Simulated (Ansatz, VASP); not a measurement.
**Two plane-wave programs on HgTe**

Contents of INCAR:

```
PREC = Accurate
ENCUT = 520
EDIFF = 1E-6
ISMEAR = 0
SIGMA = 0.15
LREAL = False
LASPH = True
NELM = 100
ALGO = Normal
ISIF = 2
LWAVE = False
LCHARG = False
GGA = PE
NBANDS = 16
```

Contents of KPOINTS:

```
regular mesh
0
Gamma
  16 16 16
```

The input POSCAR:

```
HgTe
1.0
    0.0000000000      3.4910379909      3.4910379909
    3.4910379909      0.0000000000      3.4910379909
    3.4910379909      3.4910379909      0.0000000000
Hg Te
1 1
Direct
    0.0000000000      0.0000000000      0.0000000000
    0.7500000000      0.7500000000      0.7500000000
```

Input for Ansatz:

```yaml
crystal:
  lattice:
    - [0.0, 3.4910379804, 3.4910379804]
    - [3.4910379804, 0.0, 3.4910379804]
    - [3.4910379804, 3.4910379804, 0.0]
  atoms:
    - { symbol: Hg, position: [0.0, 0.0, 0.0] }
    - { symbol: Te, position: [0.75, 0.75, 0.75] }
basis:
  ecutwfc: 420
kpoints:
  mp_grid: { grid: [16, 16, 16] }
hamiltonian:
  xc: pbe
scf:
  occupations: { method: gaussian, width: 0.15 }
output:
  forces: true
  stress: true
  eigenvalues: true
  write_density: true
  write_potential: true
  elf: true
  volumetric_format: npy
```

Change from the starting cell: strain +0.050 along x and y, +0.050 along z, atoms carried along.

Alike in both runs: task single point; functional PBE; k mesh 16 × 16 × 16; occupations gaussian, width 0.15 eV; no spin polarisation.

```csv
,VASP,Ansatz
version,VASP 6.6.1,Ansatz 0.2.0
potentials or method,"VASP PAW PBE potentials, release 64 (Hg, Te)","scalar-relativistic, plane waves, PAW"
plane-wave cutoff (eV),520,420
valence electrons in the cell,18,36
```

|  | VASP | Ansatz | Ansatz less VASP |
| --- | --- | --- | --- |
| gap on the k mesh at the Fermi level (eV) | none | none | - |
| pressure (GPa) | -3.4 | -3.4 | -0.02 |

A gap of «none» marks a metal or a gap that the smearing closes. With one functional, cell and mesh, what is left measures potentials, basis and numerics. The two sets of potentials don't hold the same shells in valence.

Spin-orbit coupling is left out, which matters for the levels of Hg, Te.
